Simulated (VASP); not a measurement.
Set up this calculation in VASP 6.6.1, as the native input.

```yaml
Task: single point
Functional: LDA
Potentials_or_basis: VASP PAW LDA potentials, release 64 (Ti_sv, B)
Cutoff: 520 eV
k_mesh: 6 × 6 × 6
Occupations: gaussian, width 0.1 eV
Spin: no spin polarisation
Dipole_correction: no
Further_INCAR_settings: ALGO = Normal; EDIFF = 1e-07; NBANDS = 16
```

The structure of TiB2 lies in POSCAR:

```
TiB2
1.0
    3.0292000000      0.0000000000      0.0000000000
   -1.5146000000      2.6233641531      0.0000000000
    0.0000000000      0.0000000000      3.2284000000
Ti B
1 2
Direct
    0.0000000000      0.0000000000      0.0000000000
    0.3333333333      0.6666666667      0.5000000000
    0.6666666667      0.3333333333      0.5000000000
```

These files were run (other wordings do the same):

INCAR

```
SYSTEM = TiB2
PREC = Accurate ; ENCUT = 520
EDIFF = 1E-7 ; ISMEAR = 0
SIGMA = 0.1 ; LREAL = .FALSE.
LASPH = .TRUE. ; NELM = 100
ALGO = Normal ; ISIF = 2
LWAVE = .FALSE. ; LCHARG = .TRUE.
GGA = CA ; LELF = .TRUE.
LVHAR = .TRUE. ; NBANDS = 16
```

KPOINTS

```
regular mesh
0
G
  6 6 6
  0 0 0
```

Potentials or basis: VASP PAW LDA potentials, release 64 (Ti_sv, B).

Command:

```bash
$ cat potpaw_LDA.64/Ti_sv/POTCAR potpaw_LDA.64/B/POTCAR > POTCAR
$ mpirun -np 1 vasp_std > vasp.out
```

It gave:

| Property | Result |
| --- | --- |
| Pressure | -10.5 GPa |
| Band gap on the k mesh | none (metal or under the smearing width) |

Caveat: the k mesh is coarse (spacing up to 0.40 Å⁻¹), so the values aren't converged.

Run time: 6.9 s on 1 thread of Intel(R) Xeon(R) Platinum 8488C (Sapphire Rapids) (shared host), peak memory 0.13 GiB.
